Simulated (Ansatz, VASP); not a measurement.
One calculation of Rb, two programs

INCAR

```
SYSTEM = Rb
PREC     = Accurate       ! precision mode
ENCUT    = 520            ! plane-wave cutoff, eV
EDIFF    = 1E-6           ! SCF threshold, eV
ISMEAR   = -1             ! smearing method
SIGMA    = 0.05           ! smearing width, eV
LREAL    = .FALSE.        ! projectors in reciprocal space
LASPH    = .TRUE.         ! aspherical terms in the spheres
NELM     = 100            ! most SCF steps
ALGO     = Normal         ! electronic algorithm
ISIF     = 2              ! what is computed and relaxed
LWAVE    = .FALSE.        ! write WAVECAR
LCHARG   = .FALSE.        ! write CHGCAR
GGA      = PS             ! functional
NBANDS   = 10             ! bands
```

File KPOINTS:

```
Automatic mesh
0
G
  8 8 8
  0 0 0
```

POSCAR

```
Rb
1.0
   -2.8340600000      2.8340600000      2.8060000000
    2.8340600000     -2.8340600000      2.8060000000
    2.8340600000      2.8340600000     -2.8060000000
Rb
1
Direct
    0.0000000000      0.0000000000      0.0000000000
```

Input for Ansatz:

```yaml
crystal:
  lattice:
    - [-2.83406, 2.83406, 2.806]
    - [2.83406, -2.83406, 2.806]
    - [2.83406, 2.83406, -2.806]
  atoms:
    - { symbol: Rb, position: [0.0, 0.0, 0.0] }
kpoints:
  mp_grid: { grid: [8, 8, 8] }
  band_path:
    path:
      - [0.0, 0.0, 0.0]
      - [0.0, 0.0, 0.5]
      - [-0.5, 0.5, 0.5]
      - [0.0, 0.0, 0.0]
      - [0.4950740124, 0.4950740124, -0.4950740124]
      - [-0.4950740124, 0.5049259876, 0.4950740124]
      - [-0.5, 0.5, 0.5]
      - [0.0, 0.0, 0.5]
      - [0.25, 0.25, 0.25]
    npoints: 5
scf:
  occupations: { method: fermi_dirac, width: 0.05 }
hamiltonian:
  xc: pbesol
  pseudopotentials: { kind: all_electron, lapw: { basis_error: 0.001 } }
output:
  forces: true
  stress: true
  eigenvalues: true
```

Change from the starting cell: equal xx and yy strain of +1 %.

Alike in both runs: task single point; functional PBEsol; k mesh 8 × 8 × 8; occupations fermi-dirac, width 0.05 eV; no spin polarisation.

|  | VASP | Ansatz |
| --- | --- | --- |
| version | VASP 6.6.1 | Ansatz 0.2.0 |
| potentials or method | VASP PAW PBE potentials, release 64 (Rb_sv) | all-electron LAPW, scalar-relativistic |
| plane-wave cutoff (eV) | 520 | see its input |

|  | VASP | Ansatz | Ansatz less VASP |
| --- | --- | --- | --- |
| pressure (GPa) | -0.1 | -0.1 | 0.00 |

Ansatz ran all-electron here, so the differences hold the error of VASP's frozen core and of both bases.

Caveats: the PAW data sets were made with another functional, which shifts forces and pressure a little (VASP).
